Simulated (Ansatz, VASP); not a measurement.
## CdS (Hawleyite) in VASP and in Ansatz

File INCAR:

```
SYSTEM = CdS
PREC = Accurate
ENCUT = 600
EDIFF = 1E-6
ISMEAR = 0
SIGMA = 0.02
LREAL = .False.
LASPH = .True.
NELM = 100
ALGO = Normal
ISIF = 3
LWAVE = .False.
LCHARG = .False.
GGA = PS
IBRION = 2
NSW = 70
EDIFFG = -0.005
```

KPOINTS

```
Automatic mesh
0
Gamma
  8 8 8
  0 0 0
```

The input POSCAR:

```
CdS
1.0
    0.0000000000      2.9632113921      2.9632113921
    2.9632113921      0.0000000000      2.9632113921
    2.9632113921      2.9632113921      0.0000000000
Cd S
1 1
Direct
    0.0000000000      0.0000000000      0.0000000000
    0.2500000000      0.2500000000      0.2500000000
```

Input for Ansatz:

```yaml
crystal:
  lattice:
    - [0.0, 2.9632113921, 2.9632113921]
    - [2.9632113921, 0.0, 2.9632113921]
    - [2.9632113921, 2.9632113921, 0.0]
  atoms:
    - { symbol: Cd, position: [0.0, 0.0, 0.0] }
    - { symbol: S, position: [0.25, 0.25, 0.25] }
basis:
  ecutwfc: 420
kpoints:
  mp_grid: { grid: [8, 8, 8] }
hamiltonian:
  xc: pbesol
scf:
  occupations: { method: gaussian, width: 0.02 }
output:
  forces: true
  stress: true
  eigenvalues: true
  write_density: true
  write_potential: true
  elf: true
  volumetric_format: npy
relax:
  adjacent_minimum: "off"
  f_tol: 0.005
  max_steps: 50
  cell: { stress_tol: 0.05 }
```

Alike in both runs: task relaxation of cell and atoms; functional PBEsol; k mesh 8 × 8 × 8; occupations gaussian, width 0.02 eV; no spin polarisation.

|  | VASP | Ansatz |
| --- | --- | --- |
| version | VASP 6.6.1 | Ansatz 0.2.0 |
| potentials or method | VASP PAW PBE potentials, release 64 (Cd, S) | scalar-relativistic, plane waves, PAW |
| plane-wave cutoff (eV) | 600 | 420 |
| valence electrons in the cell | 18 | 26 |

```tsv
	VASP	Ansatz	Ansatz less VASP
gap on the k mesh at the Fermi level, each at its own relaxed structure (eV)	1.01	1.01	+0.006
relaxed volume (Å³/atom)	24.83	24.70	-0.133
relaxed cell length with the largest relative difference (Å)	4.126	4.119	-0.0074
energy change over the relaxation (meV/atom)	-10	-12	-2.5
```

The two sets of potentials don't hold the same shells in valence.

Caveats: the PAW data sets were made with another functional, which shifts forces and pressure a little (VASP). A hybrid or GW would open this gap; PBEsol tends to underestimate it.
